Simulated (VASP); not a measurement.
Crystal: CoO.

```
Co O
1.0
     2.57053    0.00000    0.00000
     0.00000    2.57053    0.00000
     0.00000    0.00000    2.57053
Co O
1 1
Direct
  0.00000 0.00000 0.00000
  0.50000 0.50000 0.50000
```

Measurements of this composition are mostly on another form, of space group No. 225.

| Quantity | Value |
| --- | --- |
| Program | VASP 6.6.1 |
| Task | relaxation of cell and atoms |
| Functional | r2SCAN |
| Potentials or basis | VASP PAW PBE potentials, release 64 (Co, O) |
| Cutoff | 600 eV |
| k mesh | 10 × 10 × 10 |
| Occupations | gaussian, width 0.05 eV |
| Spin | collinear spin, ferromagnetic start |
| Starting moments | [2.0, 0.0] μB |

At the start: pressure 11.3 GPa; volume 8.49 Å³/atom.

**Question.** Where does the relaxation end?

**Answer.** Over 3 steps the energy falls by 14.3 meV/atom and the volume is 8.91 Å³/atom (+5.0 %); space group Pm-3m (No. 221, to 0.05 Å); moment 3.00 μB per cell.

Step by step:
| step | energy change (eV) | largest force (eV/Å) | pressure (GPa) | volume (Å³) |
| --- | --- | --- | --- | --- |
| 1 | 0.0000 | 0.0000 | 11.29 | 16.99 |
| 2 | -0.0127 | 0.0000 | -7.21 | 18.50 |
| 3 | -0.0287 | 0.0000 | -0.04 | 17.83 |

Final structure:
```xyz
2
Lattice="2.6124 0.0000 0.0000 0.0000 2.6124 0.0000 0.0000 0.0000 2.6124" Properties=species:S:1:pos:R:3 pbc="T T T"
Co    0.0000    0.0000    0.0000
O     1.3062    1.3062    1.3062
```

Caveat: the PAW data sets were made with another functional, which shifts forces and pressure a little; a cell with one magnetic atom can't hold antiferromagnetic order, which such compounds often take.
